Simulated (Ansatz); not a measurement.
Crystal: CdSe.

```
CELL_PARAMETERS angstrom
0.00000 3.07027 3.07027
3.07027 0.00000 3.07027
3.07027 3.07027 0.00000
ATOMIC_POSITIONS crystal
Cd 0.00000 0.00000 0.00000
Se 0.25000 0.25000 0.25000
```

Measurements of this composition are mostly on another form, of space group No. 186.

```yaml
Program: Ansatz 0.2.0
Task: relaxation of cell and atoms
Functional: revPBE
Dispersion: D3(BJ)
Potentials_or_basis: Ansatz PAW
Cutoff: "420 eV (not typed: the program's choice for these potentials)"
k_mesh: 8 × 8 × 8
Occupations: fermi-dirac, width 0.05 eV
Spin: no spin polarisation
```

At the start: volume 28.94 Å³/atom.

Q: How do energy, volume and symmetry change on relaxing?

A: It ends after 4 steps and the volume is 28.22 Å³/atom (-2.5 %); space group F-43m (No. 216, to 0.05 Å).

Step by step:
| step | energy change (eV) | largest force (eV/Å) | volume (Å³) |
| --- | --- | --- | --- |
| 1 | 0.0000 | 0.0000 | 57.88 |
| 2 | -0.0057 | 0.0000 | 56.00 |
| 3 | -0.0061 | 0.0000 | 56.43 |
| 4 | -0.0058 | 0.0000 | 56.43 |

Final structure:
```yaml
crystal:
  lattice:
    - [0.00000, 3.04436, 3.04436]
    - [3.04436, 0.00000, 3.04436]
    - [3.04436, 3.04436, 0.00000]
  atoms:
    - { symbol: Cd, position: [0.00000, 0.00000, 0.00000] }
    - { symbol: Se, position: [0.25000, 0.25000, 0.25000] }
```

Caveat: the plane-wave basis is chosen anew once the cell has moved, so the energies of steps on either side of that aren't comparable; the PAW data sets come from PBE, with cores solved anew for the run's functional, which leaves a small shift of forces and pressure.
